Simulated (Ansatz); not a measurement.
Collinear states of RuS$_{2}$

These are results of DFT r2SCAN, scalar-relativistic, plane waves, PAW in Ansatz 0.2.0, not measurements.

```xyz
3
Lattice="3.4376 0.0000 0.0000 -1.7188 2.9770 0.0000 0.0000 0.0000 5.1523" Properties=species:S:1:pos:R:3 pbc="T T T"
Ru    0.0000    0.0000    0.0000
S     0.0000    1.9847    1.3073
S     1.7188    0.9923    3.8450
```

The plane-wave cutoff is 500 eV and the Γ-centred k-mesh is 12×12×8. The occupation rule is Gaussian smearing, 0.1 eV and the list of starting moments (μB, in atom order) is 2 0 0. The check for lower electronic states after the SCF is off.

All runs keep this geometry, which isn't relaxed for the lowest state (largest force there 0.037 eV/Å, pressure -0.4 GPa; forces reach 0.20 eV/Å in another state) and needn't be a stable compound; relaxing each order can shift differences of a few meV. r2SCAN tends to overstate moments in metals, so a weak moment here may be absent in the real material. Site moments are spin moments in atom-centred spheres that scale with the neighbour distance. The states are those that the runs reached from these starts; a lower one can exist. No antiferromagnetic start is among these.

Problem. Starts tried: no spin; ferromagnetic. Which state comes out lowest, and what are the moments?

Solution. The lowest state is ferromagnetic, reached from the start “ferromagnetic”, with site moments (μB) Ru +0.87, S +0.10 (×2).

```tsv
start	ends	energy above lowest (meV/atom)	site moments (μB)	gap on mesh (eV)	P (GPa)
no spin	non-magnetic	24.1	none over 0.05	metal	-2.2
ferromagnetic	ferromagnetic	0.00	Ru +0.87, S +0.10 (×2)	metal	-0.4
```

Cost: 2 runs of about 2.7 core-minutes in all, on Intel Xeon Processor @ 2.50GHz (Skylake/Cascade Lake) (shared hosts).